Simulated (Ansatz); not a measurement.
Runs of Ansatz 0.2.0 on CoO. It takes space group R-3m (No. 166, trigonal). The conventional cell has a = 3.011 Å, b = 3.011 Å, c = 7.320 Å, α = 90.00°, β = 90.00°, γ = 120.00°. Co (site symmetry -3m) is surrounded by 6 O at 2.12 Å. Around O (site symmetry -3m) lie 6 Co at 2.12 Å. The cell is a database's computed one.

| task | level | cell | k mesh | atoms under strain | points for each segment of the path | gap on the mesh (eV) | pressure (GPa) | moment (μB) | relaxed volume (Å³/atom) |
| --- | --- | --- | --- | --- | --- | --- | --- | --- | --- |
| relaxation of cell and atoms | RPBE | relaxed | 11 × 11 × 11 | - | - | none | 0.0 | 2.97 | 9.89 |
| relaxation of cell and atoms | PBEsol | relaxed | 11 × 11 × 11 | - | - | none | 0.0 | 2.71 | 8.96 |
| elastic constants | PBEsol | as given | 8 × 8 × 8 | clamped | - | none | -9.5 | 2.91 | - |
| phonons | PBEsol | as given | 8 × 8 × 8 | - | - | none | - | 2.91 | - |
| band structure | RPBE | as given | 11 × 11 × 11 | - | 14 | none | (a) | (b) | - |

Alike in all rows: potentials or basis Ansatz PAW; spin collinear, ferromagnetic start; cutoff (eV) 420; smearing fermi-dirac 0.05 eV.

Q: Estimate the missing entries.

A: (a) 6.2; (b) 2.93.

Caveats: a cell with one magnetic atom can't hold antiferromagnetic order, which such compounds often take; semilocal functionals often make such compounds metallic where correlation or magnetic order opens a gap, which also shifts bond lengths; the PAW data sets come from PBE, with cores solved anew for the run's functional, which leaves a small shift of forces and pressure; the plane-wave basis is chosen anew once the cell has moved, so the energies of steps on either side of that aren't comparable (some runs); the cell is more than 3 GPa from zero pressure, which shifts response properties (some runs); the elastic tensor has a negative eigenvalue, so either the cell is unstable as it stands or the mesh is too thin (some runs).

A gap of «none» marks a metal or a gap under the smearing width.
